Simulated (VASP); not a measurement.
# As (Fd-3m) in VASP: a series of runs

The runs below take As through single point, with BLYP.

All numbers are computed with VASP 6.6.1; they aren't measurements. Logs are shortened: lines on timing, memory, paths and dates and some standing lists are left out, and cuts for length are marked.

## Step 1: The structure

It takes space group Fd-3m (No. 227, cubic). The conventional cell has a = 6.264 Å, b = 6.264 Å, c = 6.264 Å, α = 90.00°, β = 90.00°, γ = 90.00°. Around As (site symmetry -43m) lie 4 As at 2.71 Å.

This isn't the form of As at room conditions, which is rhombohedral.

## Step 2: Single point, BLYP

INCAR reads:

```
PREC     = Accurate       # precision mode
ENCUT    = 520            # plane-wave cutoff, eV
EDIFF    = 1E-6           # SCF threshold, eV
ISMEAR   = -1             # smearing method
SIGMA    = 0.1            # smearing width, eV
LREAL    = F              # projectors in reciprocal space
LASPH    = T              # aspherical terms in the spheres
NELM     = 80             # most SCF steps
ALGO     = Fast           # electronic algorithm
ISIF     = 2              # what is computed and relaxed
LWAVE    = F              # write WAVECAR
LCHARG   = F              # write CHGCAR
GGA      = B5             # functional
ALDAX    = 1.0          
AGGAX    = 1.0          
AGGAC    = 1.0          
ALDAC    = 0.0          
NBANDS   = 12             # bands
```

KPOINTS reads:

```
Automatic mesh
0
Gamma
  14 14 14
```

POSCAR reads:

```
As
1.0
    0.0000000000      3.1320414763      3.1320414763
    3.1320414763      0.0000000000      3.1320414763
    3.1320414763      3.1320414763      0.0000000000
As
2
Direct
    0.1250000000      0.1250000000      0.1250000000
    0.8750000000      0.8750000000      0.8750000000
```

Potentials or basis: VASP PAW PBE potentials, release 64 (As).

Started as:

```
> cat potpaw_PBE.64/As/POTCAR > POTCAR
> mpirun -np 1 vasp_std > vasp.out
```

OUTCAR:

```text
PREC = Accurate
   ENCUT = 520
   EDIFF = 1E-6
   ISMEAR = -1
   LREAL = F
   LASPH = T
   NELM = 80
   ISIF = 2
   GGA = B5

 ion  position               nearest neighbor table
   1  0.125  0.125  0.125-   2 2.71   2 2.71   2 2.71   2 2.71
   2  0.875  0.875  0.875-   1 2.71   1 2.71   1 2.71   1 2.71

  LATTYP: Found a face centered cubic cell.
 ALAT       =     6.2640829526

  Lattice vectors:

 A1 = (   0.0000000000,   3.1320414763,   3.1320414763)
 A2 = (   3.1320414763,   0.0000000000,   3.1320414763)
 A3 = (   3.1320414763,   3.1320414763,   0.0000000000)

Analysis of symmetry for initial positions (statically):
=====================================================================
 Subroutine PRICEL returns:
 Original cell was already a primitive cell.

 Routine SETGRP: Setting up the symmetry group for a
 face centered cubic supercell.

 Subroutine GETGRP returns: Found 48 space group operations
 (whereof 12 operations were pure point group operations)
 out of a pool of 48 trial point group operations.

The static configuration has the point symmetry D_3d.
 The point group associated with its full space group is O_h .

Analysis of symmetry for dynamics (positions and initial velocities):
=====================================================================
 Subroutine PRICEL returns:
 Original cell was already a primitive cell.

 Routine SETGRP: Setting up the symmetry group for a
 face centered cubic supercell.

 Subroutine GETGRP returns: Found 48 space group operations
 (whereof 12 operations were pure point group operations)
 out of a pool of 48 trial point group operations.

The dynamic configuration has the point symmetry D_3d.
 The point group associated with its full space group is O_h .

 Subroutine INISYM returns: Found 48 space group operations
 (whereof 12 operations are pure point group operations),
 and found     1 'primitive' translations

----------------------------------------------------------------------------------------

                                     Primitive cell

  volume of cell :      61.4487

  direct lattice vectors                    reciprocal lattice vectors
     0.000000000  3.132041476  3.132041476    -0.159640287  0.159640287  0.159640287
     3.132041476  0.000000000  3.132041476     0.159640287 -0.159640287  0.159640287
     3.132041476  3.132041476  0.000000000     0.159640287  0.159640287 -0.159640287

  length of vectors
     4.429375534  4.429375534  4.429375534     0.276505088  0.276505088  0.276505088

  position of ions in fractional coordinates (direct lattice)
     0.125000000  0.125000000  0.125000000
     0.875000000  0.875000000  0.875000000

  ion indices of the primitive-cell ions
   primitive index   ion index
                 1           1
                 2           2

----------------------------------------------------------------------------------------

 KPOINTS: Automatic mesh

Automatic generation of k-mesh.
 Grid dimensions read from file:
 generate k-points for:   14   14   14

 Generating k-lattice:

  Cartesian coordinates                     Fractional coordinates (reciprocal lattice)
    -0.011402878  0.011402878  0.011402878     0.071428571  0.000000000  0.000000000
     0.011402878 -0.011402878  0.011402878     0.000000000  0.071428571  0.000000000
     0.011402878  0.011402878 -0.011402878     0.000000000  0.000000000  0.071428571

  Length of vectors
     0.019750363  0.019750363  0.019750363

  Shift w.r.t. Gamma in fractional coordinates (k-lattice)
     0.000000000  0.000000000  0.000000000

 Subroutine IBZKPT returns following result:
 ===========================================

 Found    104 irreducible k-points:

 Following reciprocal coordinates:
            Coordinates               Weight
  0.000000  0.000000  0.000000      1.000000
  0.071429  0.000000  0.000000      8.000000
  0.142857  0.000000  0.000000      8.000000
  0.214286  0.000000  0.000000      8.000000
  0.285714  0.000000  0.000000      8.000000
  0.357143  0.000000  0.000000      8.000000
[... 16 lines left out ...]
  0.214286  0.142857  0.000000     24.000000
  0.285714  0.142857  0.000000     24.000000
 [... further k-points ...]
   k-points           NKPTS =    104   k-points in BZ     NKDIM =    104   number of bands    NBANDS=     12
   number of dos      NEDOS =    301   number of ions     NIONS =      2
   total plane-waves  NPLWV =  46656
   dimension x,y,z NGX =    36 NGY =   36 NGZ =   36
   dimension x,y,z NGXF=    72 NGYF=   72 NGZF=   72
   ions per type =               2
   NGX,Y,Z   is equivalent  to a cutoff of  13.51, 13.51, 13.51 a.u.
   NGXF,Y,Z  is equivalent  to a cutoff of  27.02, 27.02, 27.02 a.u.
 SYSTEM =  unknown system
   PREC   = accura    normal or accurate (medium, high low for compatibility)
   ISTART =      0    job   : 0-new  1-cont  2-samecut
   ICHARG =      2    charge: 1-file 2-atom 10-const
   ISPIN  =      1    spin polarized calculation?
   LNONCOLLINEAR =      F non collinear calculations
   LSORBIT =      F    spin-orbit coupling
   LASPH  =      T    aspherical Exc in radial PAW
   ENCUT  =  520.0 eV  38.22 Ry    6.18 a.u.   8.24  8.24  8.24*2*pi/ulx,y,z
   NELM   =     80;   NELMIN=  2; NELMDL= -5     # of ELM steps
   EDIFF  = 0.1E-05   stopping-criterion for ELM
   LREAL  =      F    real-space projection
   EDIFFG = 0.1E-04   stopping-criterion for IOM
   NSW    =      0    number of steps for IOM
   IBRION =     -1    ionic relax: 0-MD 1-quasi-New 2-CG
   NFREE  =      0    steps in history (QN), initial steepest desc. (CG)
   ISIF   =      2    stress and relaxation
   ISYM   =      2    0-nonsym 1-usesym 2-fastsym
   POTIM  = 0.5000    time-step for ionic-motion
   TEBEG  =    0.0;   TEEND  =   0.0 temperature during run
   PSTRESS=    0.0 pullay stress
   NELECT =      10.0000    total number of electrons
   NUPDOWN=      -1.0000    fix difference up-down
   EMIN   =  10.00;   EMAX   =-10.00  energy-range for DOS
   EFERMI =   0.00;   METHOD = LEGACY
   ISMEAR =    -1;   SIGMA  =   0.10  broadening in eV -4-tet -1-fermi 0-gaus
   EFERMI_NEDOS =   21; number of points for ismear=-14 and -15
   IALGO  =     68    algorithm
   IMIX   =      4    mixing-type and parameters
     AMIX     =   0.40;   BMIX     =  1.00
     AMIX_MAG =   1.60;   BMIX_MAG =  1.00
  volume/ion in A,a.u.               =      30.72       207.34
  Fermi-wavevector in a.u.,A,eV,Ry     =   0.893794  1.689025 10.869250  0.798867
  Thomas-Fermi vector in A             =   2.015917
   LORBIT       =      0    0 simple, 1 ext, 2 COOP (PROOUT), +10 PAW based schemes
   GGA     = B5    functional components
   LHFCALC =     F    Hartree Fock is set to
   AEXX    =    0.0000 exact exchange contribution
   IVDW    =     0    specifies the selected vdW correction
   LEPSILON=     F    determine dielectric tensor
   LRPA    =     F    only Hartree local field effects (RPA)
 non-spin polarized calculation
 RMM-DIIS sequential band-by-band and
  energy-cutoff  :      520.00
  volume of cell :       61.45
 maximum number of plane-waves:      1676
 NGX is ok and might be reduce to    36
   NGX = 17   NGY = 17   NGZ = 17

 number of electron      10.0000000 magnetization

 number of electron       9.9999999 magnetization

 Free energy of the ion-electron system (eV)
  ---------------------------------------------------
  ext. energy  EPLUGINS =         0.00000000
  ---------------------------------------------------
  free energy    TOTEN  =        -7.60084889 eV

  energy without entropy =       -7.57033176  energy(sigma->0) =       -7.58559033

 E-fermi :   2.7411     XC(G=0):  -7.7038

 val. band max:        2.6766929080   @ k =   0.3571   0.2857   0.0714
 cond. band min:       2.8253130139   @ k =  -0.2857   0.4286   0.1429
 fundamental gap:      0.1486201059
 Fermi energy:         2.7411271125

 k-point     1 :       0.0000    0.0000    0.0000
  band No.  band energies     occupation
      1     -10.4500      2.00000
      2      -3.8011      2.00000
      3       0.8258      2.00000
      4       0.8258      2.00000
      5       0.8258      2.00000
      6       3.4186      0.00228
      7       3.4186      0.00228
      8       3.4186      0.00228
      9       7.7626      0.00000
     10      10.7280      0.00000
     11      10.7280      0.00000
     12      12.4651      0.00000

 k-point     2 :       0.0714    0.0000    0.0000
  band No.  band energies     occupation
      1     -10.4100      2.00000
      2      -3.9511      2.00000
      3       0.7632      2.00000
      4       0.7632      2.00000
      5       0.8209      2.00000
      6       3.5084      0.00093
      7       3.5096      0.00092
      8       3.5096      0.00092
      9       7.9682      0.00000
     10      10.5178      0.00000
     11      10.5178      0.00000
     12      12.2780      0.00000

 k-point     3 :       0.1429    0.0000    0.0000
  band No.  band energies     occupation
      1     -10.2920      2.00000
      2      -4.3510      2.00000
      3       0.6071      2.00000
      4       0.6071      2.00000
      5       0.7641      2.00000
      6       3.7404      0.00009
      7       3.7404      0.00009
      8       3.8204      0.00004
      9       8.4967      0.00000
     10      10.1936      0.00000
     11      10.1936      0.00000
     12      11.9383      0.00000

 k-point     4 :       0.2143    0.0000    0.0000
  band No.  band energies     occupation
      1     -10.1027      2.00000
      2      -4.8960      2.00000
      3       0.4172      2.00000
      4       0.4172      2.00000
      5       0.6260      2.00000
      6       4.0234      0.00001
      7       4.0234      0.00001
      8       4.3799      0.00000
      9       9.1039      0.00000
     10      10.0239      0.00000
     11      10.0239      0.00000
     12      11.7676      0.00000

 k-point     5 :       0.2857    0.0000    0.0000
  band No.  band energies     occupation
      1      -9.8569      2.00000
      2      -5.4867      2.00000
      3       0.2391      2.00000
      4       0.2391      2.00000
      5       0.4501      2.00000
      6       4.2786      0.00000
      7       4.2786      0.00000
      8       5.1237      0.00000
      9       9.4737      0.00000
     10      10.1024      0.00000
     11      10.1024      0.00000
     12      11.8969      0.00000
[... 228 lines left out ...]
      1     -10.3438      2.00000
      2      -4.1806      2.00000
      3       0.4870      2.00000
      4       0.7467      2.00000
      5       0.9232      2.00000
      6       3.5245      0.00079
      7       3.5461      0.00064
      8       3.8757      0.00002
      9       8.2825      0.00000
     10      10.0804      0.00000
     11      10.4851      0.00000
     12      12.4492      0.00000

 k-point    22 :       0.1429    0.1429    0.0000
  band No.  band energies     occupation
      1     -10.2370      2.00000
      2      -4.5031      2.00000
      3       0.2863      2.00000
      4       0.2863      2.00000
      5       1.4508      2.00000
      6       2.9890      0.15467
      7       4.2251      0.00000
      8       4.2251      0.00000
      9       8.7591      0.00000
     10       9.2404      0.00000
     11      11.0177      0.00000
     12      12.9998      0.00000

 k-point    23 :       0.2143    0.1429    0.0000
  band No.  band energies     occupation
      1     -10.0940      2.00000
      2      -4.8896      2.00000
      3       0.0439      2.00000
      4       0.0862      2.00000
      5       1.6251      1.99997
      6       2.9666      0.18995
      7       4.5642      0.00000
      8       4.6177      0.00000
      9       8.9258      0.00000
     10       9.2960      0.00000
     11      11.0383      0.00000
     12      12.8580      0.00000

 k-point    24 :       0.2857    0.1429    0.0000
  band No.  band energies     occupation
      1      -9.8836      2.00000
      2      -5.3867      2.00000
      3      -0.2595      2.00000
      4      -0.0837      2.00000
      5       1.6536      1.99996
      6       3.2164      0.01711
      7       4.8591      0.00000
      8       5.0762      0.00000
      9       8.8816      0.00000
     10       9.8547      0.00000
     11      11.0540      0.00000
     12      12.7122      0.00000

 [... further k-points ...]
[... 5 lines left out ...]
  --------------------------------------------------------------------------------------
  -------------------------------------------------------------------------------------
  Total        0.0282391      0.0282391      0.0282391      0.0000000      0.0000000     -0.0000000
  in kB        0.7362899      0.7362899      0.7362899      0.0000000      0.0000000     -0.0000000
  external PRESSURE =       0.7362899 kB  Pullay stress =       0.0000000 kB

 VOLUME and BASIS-vectors are now :
 -----------------------------------------------------------------------------
  energy-cutoff  :      520.00
  volume of cell :       61.45
      direct lattice vectors                 reciprocal lattice vectors
     0.000000000  3.132041476  3.132041476    -0.159640287  0.159640287  0.159640287
     3.132041476  0.000000000  3.132041476     0.159640287 -0.159640287  0.159640287
     3.132041476  3.132041476  0.000000000     0.159640287  0.159640287 -0.159640287

 POSITION                                       TOTAL-FORCE (eV/Angst)
 -----------------------------------------------------------------------------------
      0.78301      0.78301      0.78301        -0.000000     -0.000000     -0.000000
      5.48107      5.48107      5.48107         0.000000      0.000000      0.000000
 -----------------------------------------------------------------------------------
    total drift:                               -0.000000     -0.000000     -0.000000

  FREE ENERGIE OF THE ION-ELECTRON SYSTEM (eV)
  ---------------------------------------------------
  free  energy   TOTEN  =        -7.6008488930 eV

  energy  without entropy=       -7.5703317625  energy(sigma->0) =       -7.58559033
```

Run time: 67 s. Hardware: 1 thread of Intel Xeon Platinum 8488C (Sapphire Rapids), shared host; peak memory 0.23 GiB.

What came out:

| Quantity | Value |
| --- | --- |
| Free energy | -7.6008 eV |
| Pressure | 0.1 GPa |
| Band gap on the k mesh | none (metal or under the smearing width) |

Levels at points of the mesh, in eV from the Fermi level:
```tsv
k point	band 1	band 2	band 3	band 4	band 5	band 6	band 7	band 8	band 9	band 10
(0.00, 0.00, 0.00)	-13.19	-6.54	-1.92	-1.92	-1.92	0.68	0.68	0.68	5.02	7.99
(0.50, 0.00, 0.00)	-11.99	-9.35	-2.76	-2.76	-2.59	1.85	1.85	4.23	7.19	7.70
(0.50, 0.50, 0.00)	-10.75	-10.75	-3.71	-3.71	-0.50	-0.50	4.51	4.51	7.29	7.29
```

Caveat: the PAW data sets were made with another functional, which shifts forces and pressure a little.

[end of part 1 of 2]
